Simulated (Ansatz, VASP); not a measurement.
# Two plane-wave programs on SiC

File INCAR:

```
ALGO = Normal
EDIFF = 1E-6
EDIFFG = -0.005
ENCUT = 600
GGA = PE
IBRION = 2
ISIF = 3
ISMEAR = 0
LASPH = T
LCHARG = F
LREAL = F
LWAVE = F
NELM = 80
NSW = 100
PREC = Accurate
SIGMA = 0.02
```

Contents of KPOINTS:

```
k-points
0
Gamma
  10 10 10
```

POSCAR

```
SiC
1.0
    0.0000000000      2.1790000000      2.1790000000
    2.1790000000      0.0000000000      2.1790000000
    2.1790000000      2.1790000000      0.0000000000
Si C
1 1
Direct
    0.0000000000      0.0000000000      0.0000000000
    0.2500000000      0.2500000000      0.2500000000
```

Input for Ansatz:

```yaml
crystal:
  lattice:
    - [0.0, 2.179, 2.179]
    - [2.179, 0.0, 2.179]
    - [2.179, 2.179, 0.0]
  atoms:
    - { symbol: Si, position: [0.0, 0.0, 0.0] }
    - { symbol: C, position: [0.25, 0.25, 0.25] }
basis:
  ecutwfc: 420
kpoints:
  mp_grid: { grid: [10, 10, 10] }
hamiltonian:
  xc: pbe
scf:
  occupations: { method: gaussian, width: 0.02 }
output:
  forces: true
  stress: true
  eigenvalues: true
relax:
  adjacent_minimum: "off"
  f_tol: 0.005
  max_steps: 80
  cell: { stress_tol: 0.05 }
```

Alike in both runs: task relaxation of cell and atoms; functional PBE; k mesh 10 × 10 × 10; occupations gaussian, width 0.02 eV; no spin polarisation.

|  | VASP | Ansatz |
| --- | --- | --- |
| version | VASP 6.6.1 | Ansatz 0.2.0 |
| potentials or method | VASP PAW PBE potentials, release 64 (Si, C) | scalar-relativistic, plane waves, PAW |
| plane-wave cutoff (eV) | 600 | 420 |
| valence electrons in the cell | 8 | 8 |

Ansatz gave:

```
gap on the k mesh at the Fermi level, each at its own relaxed structure (eV) : 1.37
relaxed volume (Å³/atom)                                                     : 10.50
relaxed cell length with the largest relative difference (Å)                 : 3.097
energy change over the relaxation (meV/atom)                                 : -2
```

Problem. What did VASP give for the same quantities?

Solution. gap on the k mesh at the Fermi level, each at its own relaxed structure (eV): 1.37; relaxed volume (Å³/atom): 10.49; relaxed cell length with the largest relative difference (Å): 3.096; energy change over the relaxation (meV/atom): -1.

A k mesh can miss the band edges. Zero-point motion and thermal expansion aren't in these numbers. A hybrid or GW would open this gap; PBE tends to underestimate it.
